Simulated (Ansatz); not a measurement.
**What strain does to La₂O₃ (P-3m1)**

La₂O₃ (P-3m1) from a database of computed structures, relaxed with r2SCAN in Ansatz 0.2.0. It is trigonal, P-3m1 (No. 164); conventional cell a = 3.935 Å, c = 6.126 Å, 16.43 Å³ an atom. Around La lie 7 O at 2.37–2.73 Å; around O lie 4 La at 2.37–2.45 Å; around O lie 6 La at 2.73 Å.

The axes x, y and z are those of this cell:
```
CELL_PARAMETERS angstrom
3.93510 0.00000 0.00000
-1.96755 3.40790 0.00000
0.00000 0.00000 6.12623
ATOMIC_POSITIONS crystal
La 0.66667 0.33333 0.75384
La 0.33333 0.66667 0.24616
O 0.66667 0.33333 0.35389
O 0.33333 0.66667 0.64611
O 0.00000 0.00000 0.00000
```

Unstrained: With PBE the valence top lies at L and the conduction bottom at M, 3.839 eV higher; the smallest vertical gap, at K, is 3.967 eV. A second conduction valley, at K, lies only 19 meV higher, so their order isn't settled. The r2SCAN gap is indirect, 4.226 eV (L to K), below the direct gap of 4.345 eV at K. With HSE06 the valence top lies at L and the conduction bottom at K, 5.288 eV higher; the smallest vertical gap, at K, is 5.415 eV. Meshes: PBE 12×12×4, r2SCAN 12×12×4, HSE06 6×6×2. Strains are changes of length per length, and xy shears are angles. After each strain the atoms were relaxed again with r2SCAN within the symmetry that the strain leaves, so tilts or polar shifts that break it weren't tested; points keep the names that they have in the unstrained zone. Calculated for a static, non-magnetic cell.

Changes of the least gap in eV (an overlap counts as a negative gap):

| strain | volume change (%) | space group | PBE | r2SCAN | HSE06 | energy rise, r2SCAN (meV/atom) |
| --- | --- | --- | --- | --- | --- | --- |
| isotropic -1.71 % on every length | -5.0 | P-3m1 | +0.027 | +0.069 | +0.070 | 18.4 |
| xy shear, engineering strain (angle) -4.32 % | 0.0 | P-1 | -0.109 | -0.061 | -0.051 | 4.1 |
| isotropic +5.44 % on every length | +17.2 | P-3m1 | -0.404 | -0.435 | -0.451 | 144.9 |

Isotropic -1.71 % on every length. HSE06: the gap goes from 5.288 to 5.358 eV (+0.070 eV); the edges go from L → K to (0.255, 0.255, -1/2) → K. Stress change with r2SCAN, compression positive: xx +8.21, yy +8.21, zz +5.84 GPa.

Xy shear, engineering strain (angle) -4.32 %. HSE06: the gap goes from 5.288 to 5.237 eV (-0.051 eV); the edges go from L → K to (0.255, 0.240, -0.490) → K. Stress change with r2SCAN, compression positive: xx +0.06, yy +0.13, zz +0.07, xy +1.84, xz +1.34, yz -0.07 GPa.

Isotropic +5.44 % on every length. HSE06: the gap goes from 5.288 to 4.837 eV (-0.451 eV). Stress change with r2SCAN, compression positive: xx -15.36, yy -15.36, zz -11.62 GPa. For HSE06, dE_g/d ln V = -2.8 eV over this step.

The runs are scalar-relativistic, without spin-orbit coupling.

Where an edge lies off the special points, it is a point of the mesh or the k point where a search put PBE's edge or least direct gap, reused for the other functionals, whose own edges may lie a little apart.

Coordinates of k points refer to the reciprocal vectors of the primitive cell of the runs.

The meshes of the hybrids are coarse, so their gaps aren't converged to the digits shown.
